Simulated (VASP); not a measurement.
# MgO (Fm-3m) in VASP: a series of runs, part 3 of 3

VASP 6.6.1.

## (6) Band structure, PBE

POSCAR reads:

```
MgO
1.0
    0.0000000000      2.0970013927      2.0970013927
    2.0970013927      0.0000000000      2.0970013927
    2.0970013927      2.0970013927      0.0000000000
Mg O
1 1
Direct
    0.0000000000      0.0000000000      0.0000000000
    0.5000000000      0.5000000000      0.5000000000
```

INCAR.step1 reads:

```
ALGO = Normal
EDIFF = 1E-6
ENCUT = 520
GGA = PE
ISIF = 2
ISMEAR = 0
LASPH = T
LCHARG = T
LREAL = F
LWAVE = F
NBANDS = 11
NELM = 80
PREC = Accurate
SIGMA = 0.02
```

KPOINTS.step1 reads:

```
k-points
0
Gamma
  12 12 12
```

INCAR.step2 reads:

```
ALGO = Normal
EDIFF = 1E-6
ENCUT = 520
GGA = PE
ICHARG = 11
ISIF = 2
ISMEAR = 0
LASPH = T
LCHARG = F
LREAL = F
LWAVE = F
NBANDS = 11
NELM = 80
PREC = Accurate
SIGMA = 0.05
```

KPOINTS.step2 reads:

```
path GXWKGLUWLK,UX
15
line-mode
reciprocal
 0.0000000000  0.0000000000  0.0000000000  G
 0.5000000000  0.0000000000  0.5000000000  X

 0.5000000000  0.0000000000  0.5000000000  X
 0.5000000000  0.2500000000  0.7500000000  W

 0.5000000000  0.2500000000  0.7500000000  W
 0.3750000000  0.3750000000  0.7500000000  K

 0.3750000000  0.3750000000  0.7500000000  K
 0.0000000000  0.0000000000  0.0000000000  G

 0.0000000000  0.0000000000  0.0000000000  G
 0.5000000000  0.5000000000  0.5000000000  L

 0.5000000000  0.5000000000  0.5000000000  L
 0.6250000000  0.2500000000  0.6250000000  U

 0.6250000000  0.2500000000  0.6250000000  U
 0.5000000000  0.2500000000  0.7500000000  W

 0.5000000000  0.2500000000  0.7500000000  W
 0.5000000000  0.5000000000  0.5000000000  L

 0.5000000000  0.5000000000  0.5000000000  L
 0.3750000000  0.3750000000  0.7500000000  K

 0.6250000000  0.2500000000  0.6250000000  U
 0.5000000000  0.0000000000  0.5000000000  X
```

Potentials or basis: VASP PAW PBE potentials, release 64 (Mg, O).

Command:

```sh
$ cat potpaw_PBE.64/Mg/POTCAR potpaw_PBE.64/O/POTCAR > POTCAR
$ cp INCAR.step1 INCAR
$ cp KPOINTS.step1 KPOINTS
$ mpirun -np 1 vasp_std > vasp.out
$ cp INCAR.step2 INCAR
$ cp KPOINTS.step2 KPOINTS
$ mpirun -np 1 vasp_std > vasp.out
```

OUTCAR:

```text
EDIFF = 1E-6
   ENCUT = 520
   GGA = PE
   ICHARG = 11
   ISIF = 2
   ISMEAR = 0
   LASPH = T
   LREAL = F
   NELM = 80
   PREC = Accurate

 ion  position               nearest neighbor table
   1  0.000  0.000  0.000-   2 2.10   2 2.10   2 2.10   2 2.10   2 2.10   2 2.10
   2  0.500  0.500  0.500-   1 2.10   1 2.10   1 2.10   1 2.10   1 2.10   1 2.10

  LATTYP: Found a face centered cubic cell.
 ALAT       =     4.1940027854

  Lattice vectors:

 A1 = (   0.0000000000,   2.0970013927,   2.0970013927)
 A2 = (   2.0970013927,   0.0000000000,   2.0970013927)
 A3 = (   2.0970013927,   2.0970013927,   0.0000000000)

Analysis of symmetry for initial positions (statically):
=====================================================================
 Subroutine PRICEL returns:
 Original cell was already a primitive cell.

 Routine SETGRP: Setting up the symmetry group for a
 face centered cubic supercell.

 Subroutine GETGRP returns: Found 48 space group operations
 (whereof 48 operations were pure point group operations)
 out of a pool of 48 trial point group operations.

The static configuration has the point symmetry O_h .

Analysis of symmetry for dynamics (positions and initial velocities):
=====================================================================
 Subroutine PRICEL returns:
 Original cell was already a primitive cell.

 Routine SETGRP: Setting up the symmetry group for a
 face centered cubic supercell.

 Subroutine GETGRP returns: Found 48 space group operations
 (whereof 48 operations were pure point group operations)
 out of a pool of 48 trial point group operations.

The dynamic configuration has the point symmetry O_h .

 Subroutine INISYM returns: Found 48 space group operations
 (whereof 48 operations are pure point group operations),
 and found     1 'primitive' translations

----------------------------------------------------------------------------------------
[... 109 lines left out ...]
  Fermi-wavevector in a.u.,A,eV,Ry     =   1.239261  2.341864 20.895389  1.535768
  Thomas-Fermi vector in A             =   2.373752
   LORBIT       =      0    0 simple, 1 ext, 2 COOP (PROOUT), +10 PAW based schemes
   GGA     = PE    functional components
   LHFCALC =     F    Hartree Fock is set to
   AEXX    =    0.0000 exact exchange contribution
   IVDW    =     0    specifies the selected vdW correction
   LEPSILON=     F    determine dielectric tensor
   LRPA    =     F    only Hartree local field effects (RPA)
 non-spin polarized calculation
 Gauss-broadening in eV      SIGMA  =   0.05
  energy-cutoff  :      520.00
  volume of cell :       18.44
 maximum number of plane-waves:       531
 NGX is ok and might be reduce to    24

 number of electron       8.0000004 magnetization

 Free energy of the ion-electron system (eV)
  ---------------------------------------------------
  ext. energy  EPLUGINS =         0.00000000
  ---------------------------------------------------
  free energy    TOTEN  =       -12.06241329 eV

  energy without entropy =      -12.06241329  energy(sigma->0) =      -12.06241329

 E-fermi :   3.5352     XC(G=0): -11.1399

 val. band max:        3.2843007979   @ k =   0.0000   0.0000   0.0000
 cond. band min:       8.1372736575   @ k =   0.0000   0.0000   0.0000
 fundamental gap:      4.8529728596
 Fermi energy:         3.5351838771

 k-point     1 :       0.0000    0.0000    0.0000
  band No.  band energies     occupation
      1     -14.0459      2.00000
      2       3.2843      2.00000
      3       3.2843      2.00000
      4       3.2843      2.00000
      5       8.1373      0.00000
      6      19.1573      0.00000
      7      19.1573      0.00000
      8      19.1573      0.00000
      9      23.1080      0.00000
     10      24.8968      0.00000
     11      24.8968      0.00000
[... 309 lines left out ...]
 k-point    24 :       0.5000    0.1429    0.6429
  band No.  band energies     occupation
      1     -12.4324      2.00000
      2      -0.4589      2.00000
      3       1.2147      2.00000
      4       1.6519      2.00000
      5      13.5599      0.00000
      6      14.5231      0.00000
      7      16.0556      0.00000
      8      20.4356      0.00000
      9      23.3151      0.00000
     10      29.0429      0.00000
     11      29.6143      0.00000

 [... further k-points ...]
[... 5 lines left out ...]
  --------------------------------------------------------------------------------------
  -------------------------------------------------------------------------------------
  Total        0.3867566      0.3867566      0.3867566     -0.0000000      0.0000000      0.0000000
  in kB       33.5986773     33.5986773     33.5986773     -0.0000000      0.0000000      0.0000000
  external PRESSURE =      33.5986773 kB  Pullay stress =       0.0000000 kB

 VOLUME and BASIS-vectors are now :
 -----------------------------------------------------------------------------
  energy-cutoff  :      520.00
  volume of cell :       18.44
      direct lattice vectors                 reciprocal lattice vectors
     0.000000000  2.097001393  2.097001393    -0.238435702  0.238435702  0.238435702
     2.097001393  0.000000000  2.097001393     0.238435702 -0.238435702  0.238435702
     2.097001393  2.097001393  0.000000000     0.238435702  0.238435702 -0.238435702

 POSITION                                       TOTAL-FORCE (eV/Angst)
 -----------------------------------------------------------------------------------
      0.00000      0.00000      0.00000        -0.000000     -0.000000      0.000000
      2.09700      2.09700      2.09700         0.000000      0.000000     -0.000000
 -----------------------------------------------------------------------------------
    total drift:                               -0.000000     -0.000000      0.000000

  FREE ENERGIE OF THE ION-ELECTRON SYSTEM (eV)
  ---------------------------------------------------
  free  energy   TOTEN  =       -12.0624132872 eV

  energy  without entropy=      -12.0624132872  energy(sigma->0) =      -12.06241329
```

OSZICAR.step1:

```text
N       E                     dE             d eps       ncg     rms          rms(c)
DAV:   1     0.123532201797E+02    0.12353E+02   -0.45299E+03  1840   0.643E+02
DAV:   2    -0.129957090941E+02   -0.25349E+02   -0.24649E+02  1821   0.135E+02
DAV:   3    -0.134596297564E+02   -0.46392E+00   -0.46367E+00  1905   0.156E+01
DAV:   4    -0.134606968904E+02   -0.10671E-02   -0.10671E-02  1743   0.873E-01
DAV:   5    -0.134607004349E+02   -0.35445E-05   -0.35445E-05  1866   0.495E-02    0.723E+00
DAV:   6    -0.119137902730E+02    0.15469E+01   -0.86755E+00  1659   0.163E+01    0.219E+00
DAV:   7    -0.119030917302E+02    0.10699E-01   -0.54910E-02  1734   0.208E+00    0.134E+00
DAV:   8    -0.118980639516E+02    0.50278E-02   -0.26800E-02  1683   0.184E+00    0.233E-01
DAV:   9    -0.118976963313E+02    0.36762E-03   -0.58516E-04  1815   0.167E-01    0.129E-01
DAV:  10    -0.118976935237E+02    0.28076E-05   -0.49094E-04  1752   0.163E-01    0.951E-03
DAV:  11    -0.118976954308E+02   -0.19071E-05   -0.25627E-06  1836   0.137E-02    0.528E-03
DAV:  12    -0.118976952575E+02    0.17331E-06   -0.57753E-07   954   0.578E-03
   1 F= -.11897695E+02 E0= -.11897695E+02  d E =-.781948E-14
```

Run time: 19 s. Hardware: 1 thread of Intel Xeon Platinum 8259CL at 2.50GHz (Skylake/Cascade Lake), shared host; peak memory 0.16 GiB.

Results:

```
Band gap on the k mesh  : 4.85 eV, direct
Band gap along the path : 4.85 eV, direct
```

Levels at the corners of the path, in eV from the valence-band top:
```
point  band 2  band 3  band 4  band 5  band 6  band 7
    Γ    0.00    0.00    0.00    4.85   15.87   15.87
    X   -4.14   -1.37   -1.37    9.14   10.11   13.24
    X   -4.14   -1.37   -1.37    9.14   10.11   13.24
    W   -3.00   -3.00   -1.79   11.74   11.74   12.33
    W   -3.00   -3.00   -1.79   11.74   11.74   12.33
    K   -3.54   -2.74   -1.16   10.16   11.92   12.65
    K   -3.54   -2.74   -1.16   10.16   11.92   12.65
    Γ    0.00    0.00    0.00    4.85   15.87   15.87
    Γ    0.00    0.00    0.00    4.85   15.87   15.87
    L   -4.67   -0.67   -0.67    7.98   12.75   16.44
    L   -4.67   -0.67   -0.67    7.98   12.75   16.44
    U   -3.54   -2.74   -1.16   10.16   11.92   12.65
    U   -3.54   -2.74   -1.16   10.16   11.92   12.65
    W   -3.00   -3.00   -1.79   11.74   11.74   12.33
    W   -3.00   -3.00   -1.79   11.74   11.74   12.33
    L   -4.67   -0.67   -0.67    7.98   12.75   16.44
    L   -4.67   -0.67   -0.67    7.98   12.75   16.44
    K   -3.54   -2.74   -1.16   10.16   11.92   12.65
    U   -3.54   -2.74   -1.16   10.16   11.92   12.65
    X   -4.14   -1.37   -1.37    9.14   10.11   13.24
```

Caveat: the log is that of the step along the path at fixed density, whose energy, stress, charges and moments have no meaning.

## (7) Against experiment

Step 3. Measured gap of MgO: 7.83 eV (quoted in “Electronic structure of alkaline earth and post-transition metal oxides”, 2009, arxiv:0908.1581). This calculation gives 4.93 eV (-2.90 eV). The value is that of revPBE+D3(BJ), without temperature or zero-point motion. Semilocal functionals fall short of measured gaps as a rule. The cell is a database's relaxed one, not the measured one, which moves gaps too.

Step 4. A measured gap of MgO is 7.83 eV (quoted in “Electronic structure of alkaline earth and post-transition metal oxides”, 2009, arxiv:0908.1581); the calculated 5.15 eV misses it by -2.68 eV. The value is that of BLYP, without temperature or zero-point motion. Semilocal functionals fall short of measured gaps as a rule. The cell is a database's relaxed one, not the measured one, which moves gaps too.

Step 6. A measured gap of MgO is 7.83 eV (quoted in “Electronic structure of alkaline earth and post-transition metal oxides”, 2009, arxiv:0908.1581); the calculated 4.85 eV misses it by -2.98 eV. The value is that of PBE, without temperature or zero-point motion. Semilocal functionals fall short of measured gaps as a rule. The cell is a database's relaxed one, not the measured one, which moves gaps too.
